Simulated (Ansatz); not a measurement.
TiO: do energies and stresses tell the same story?

Theory: DFT r2SCAN, scalar-relativistic, plane waves, PAW (Ansatz).

Settings: cutoff 500 eV, Γ-centred mesh 12×12×12 on the computed 6-atom cell, Gaussian smearing of 0.10 eV; no spin polarisation.

Relaxed cell: P-62m, a = 4.980 Å, b = 4.980 Å, c = 2.865 Å, α = 90.00°, β = 90.00°, γ = 120.00°, 6 atoms in the primitive cell. This form isn't the usual stable structure of the compound.

Energies at zero smearing and pressures from the stress tensor, at volumes with shape and atoms relaxed:
```tsv
V (Å³/atom)	E − E(first) (meV/atom)	P (GPa)
9.642	0.00	16.52
9.950	-22.92	7.60
10.258	-30.03	0.01
10.565	-23.66	-6.45
10.873	-5.83	-11.95
```

Task: Check P = −dE/dV between neighbouring volumes, and get the bulk modulus from the pressures alone.

Result: With 1 eV/Å³ = 160.2 GPa:
| middle V (Å³/atom) | −ΔE/ΔV (GPa) | mean P (GPa) |
| --- | --- | --- |
| 9.796 | 11.935 | 12.060 |
| 10.104 | 3.697 | 3.804 |
| 10.411 | -3.315 | -3.224 |
| 10.719 | -9.283 | -9.203 |

The two differ by 0.12 GPa at most. The mean of two end pressures misses the average over a step by about ΔV² P″/12, up to 0.12 GPa here; with that taken off 0.01 GPa remains. Around V = 10.258 Å³/atom, the two neighbours give B = −V ΔP/ΔV = 10.258 × 14.06 / 0.615 = 234.3 GPa, against B0 = 233.1 GPa from the Birch–Murnaghan fit of the energies.

Spin polarisation was left out, and a magnetic state may lie lower.

A ferromagnetic start lost its moments in a first run, so spin was left out; other magnetic orders weren't tried.